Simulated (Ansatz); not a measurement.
# HfO2: band structure with LDA

The system is HfO2.

```
CELL_PARAMETERS angstrom
0.00000 2.55750 2.55750
2.55750 0.00000 2.55750
2.55750 2.55750 0.00000
ATOMIC_POSITIONS crystal
Hf 0.00000 0.00000 0.00000
O 0.75000 0.75000 0.75000
O 0.25000 0.25000 0.25000
```

Measurements of this composition are mostly on another form, of space group No. 14.

```
Program             : Ansatz 0.2.0
Task                : band structure
Functional          : LDA
Potentials or basis : all-electron LAPW, scalar-relativistic
Cutoff              : 343 eV (chosen from the basis error)
Basis error allowed : 0.002 eV/atom
k mesh              : 9 × 9 × 9
Occupations         : fermi-dirac, width 0.05 eV
Spin                : no spin polarisation
```

```json
{
  "Pressure": "-16.5 GPa",
  "Band gap on the k mesh": "3.61 eV, indirect (least direct gap 3.73 eV)",
  "Band gap along the path": "3.50 eV, direct"
}
```

Levels at the corners of the path, in eV from the valence-band top:
```
point  band 25  band 26  band 27  band 28  band 29  band 30  band 31  band 32  band 33  band 34
    Γ    -5.29    -5.29    -0.61    -0.61    -0.61     3.62     3.62     5.40    10.04    10.04
    X    -3.44    -3.44    -1.56    -1.56     0.00     3.50     5.20     6.35     7.85     7.85
    W    -5.06    -2.56    -2.56    -1.43    -0.20     4.54     4.85     6.79     6.79     8.00
    K    -4.01    -3.33    -2.25    -1.35    -0.33     4.05     5.13     6.62     7.24     8.12
    Γ    -5.29    -5.29    -0.61    -0.61    -0.61     3.62     3.62     5.40    10.04    10.04
    L    -4.28    -3.10    -2.70    -1.82    -1.82     4.33     4.33     6.70     8.67     9.03
    U    -4.01    -3.33    -2.25    -1.35    -0.33     4.05     5.13     6.62     7.24     8.12
    W    -5.06    -2.56    -2.56    -1.43    -0.20     4.54     4.85     6.79     6.79     8.00
```

Run time: 11 s on 2 threads of AMD EPYC 7R43 64-Core Processor (Zen 3), on a shared host, peak memory 0.39 GiB.

Caveat: spin-orbit coupling is left out, which moves the levels of the heavy elements; the mesh misses the band edges, which the band path finds closer together. LDA gaps usually lie below the measured ones, often by a third to a half.
